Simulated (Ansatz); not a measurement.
Crystal: SnO2.

```
Sn O
1.0
    -3.24890    3.41447    3.41402
     3.24890   -3.41447    3.41402
     3.24890    3.41447   -3.41402
Sn O
4 8
Direct
  0.50000 0.00000 0.00000
  0.50000 0.50000 0.50000
  0.00360 0.75360 0.25000
  0.99640 0.24640 0.75000
  0.80650 0.80377 0.49728
  0.80650 0.30922 0.00272
  0.30244 0.24594 0.05649
  0.68944 0.24594 0.44350
  0.31056 0.75406 0.55649
  0.19350 0.69078 0.99728
  0.69756 0.75406 0.94351
  0.19350 0.19623 0.50272
```

The cell is a database's computed one.

Base run:

- Program: Ansatz 0.2.0
- Functional: revPBE
- Potentials or basis: Ansatz PAW
- Cutoff: 420 eV
- Density cutoff: 1680 eV
- k mesh: 5 × 5 × 5
- Occupations: fermi-dirac, width 0.05 eV
- Spin: no spin polarisation

Its results: band gap on the k mesh 0.69 eV; pressure 2.0 GPa; largest force 0.057 eV/Å.

**Question.** The run is repeated on the same cell with these changes: functional from revPBE to PBE. What comes out?

**Answer.** Band gap on the k mesh 0.63 eV; pressure -0.8 GPa; largest force 0.059 eV/Å.

PBE binds more tightly than revPBE, so the same cell stands under less pressure.

Caveats: spin-orbit coupling is left out, which moves the levels of the heavy elements; the potentials were made for another functional, which shifts forces and pressure (some runs); the PAW data sets come from PBE, with cores solved anew for the run's functional, which leaves a small shift of forces and pressure (some runs).

Not every run made on this cell is shown here.
